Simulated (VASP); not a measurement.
The input files of a VASP run:

### POSCAR
```
SrF2
1
    0.0000000000     2.9580000000     2.9580000000
    2.9580000000     0.0000000000     2.9580000000
    2.9580000000     2.9580000000     0.0000000000
Sr F
1 2
Direct
  0.0000000000   0.0000000000   0.0000000000
  0.2500000000   0.2500000000   0.2500000000
  0.7500000000   0.7500000000   0.7500000000
```

INCAR:
```
SYSTEM = SrF2
PREC = Accurate
ENCUT = 520
EDIFF = 1E-6
NELM = 60
ALGO = Normal
LREAL = .FALSE.
LASPH = .TRUE.
ISMEAR = 0
SIGMA = 0.05
GGA = PE
LMAXMIX = 4
LWAVE = .FALSE.
LCHARG = .FALSE.
ISIF = 2
IMIX = 1
AMIX = 1.9
BMIX = 0.0001
```

KPOINTS:
```
Automatic mesh
0
Gamma
5 5 5
0 0 0
```

POTCAR, in this order: Sr_sv F (PBE.64 set). Program: vasp_std.

Output of the run:

standard output:
```
 POSCAR found type information on POSCAR SrF
 POSCAR found :  2 types and       3 ions
 Reading from existing POTCAR
 Reading from existing POTCAR
 LDA part: xc-table for (Slater+PW92), standard interpolation
 POSCAR, INCAR and KPOINTS ok, starting setup
 WAVECAR not read
 entering main loop
       N       E                     dE             d eps       ncg     rms          rms(c)
DAV:   1     0.150757819700E+03    0.15076E+03   -0.14061E+04   320   0.145E+03
DAV:   2    -0.126641530224E+02   -0.16342E+03   -0.16025E+03   424   0.305E+02
DAV:   3    -0.184546140971E+02   -0.57905E+01   -0.57861E+01   424   0.634E+01
DAV:   4    -0.186394116007E+02   -0.18480E+00   -0.18479E+00   496   0.870E+00
DAV:   5    -0.186406405709E+02   -0.12290E-02   -0.12290E-02   400   0.771E-01    0.139E+01
DAV:   6    -0.554141626030E+02   -0.36774E+02   -0.33532E+02   376   0.106E+02    0.596E+01
DAV:   7    -0.736315291080E+03   -0.68090E+03   -0.66116E+03   456   0.635E+02    0.134E+02
DAV:   8    -0.523475359946E+04   -0.44984E+04   -0.44959E+04   560   0.150E+03    0.561E+03
DAV:   9    -0.173131932700E+05   -0.12078E+05   -0.12819E+05   632   0.215E+03    0.107E+04
DAV:  10    -0.313644691000E+05   -0.14051E+05   -0.16967E+05   640   0.269E+03    0.146E+04
DAV:  11    -0.507583835780E+05   -0.19394E+05   -0.24909E+05   640   0.329E+03    0.183E+04

 -----------------------------------------------------------------------------
|                                                                             |
|     EEEEEEE  RRRRRR   RRRRRR   OOOOOOO  RRRRRR      ###     ###     ###     |
|     E        R     R  R     R  O     O  R     R     ###     ###     ###     |
|     E        R     R  R     R  O     O  R     R     ###     ###     ###     |
|     EEEEE    RRRRRR   RRRRRR   O     O  RRRRRR       #       #       #      |
|     E        R   R    R   R    O     O  R   R                               |
|     E        R    R   R    R   O     O  R    R      ###     ###     ###     |
|     EEEEEEE  R     R  R     R  OOOOOOO  R     R     ###     ###     ###     |
|                                                                             |
|     ERROR FEXCP: supplied Exchange-correletion table                        |
|      is too small, maximal index : 3955                                     |
|                                                                             |
|       ---->  I REFUSE TO CONTINUE WITH THIS SICK JOB ... BYE!!! <----       |
|                                                                             |
 -----------------------------------------------------------------------------
```

### Question
Read the log: what went wrong, and how is it fixed?

### Answer
The cause: simple mixing (IMIX = 1) with AMIX above 1 overshoots. VASP stops with an error: ERROR FEXCP: supplied Exchange-correletion table is too small, maximal index : 3955 ----> I REFUSE TO CONTINUE WITH THIS SICK JOB ... BYE!!! <---- To mend it, remove IMIX, remove AMIX, remove BMIX.

The mended run (PBE GGA, plane waves, VASP's PBE PAW potentials (set 64)) converges, and its OSZICAR ends with
```
   1 F= -.17067545E+02 E0= -.17067545E+02  d E =-.383372E-22
```

The compound is SrF2 in the fluorite structure. The cell was not relaxed at this level.
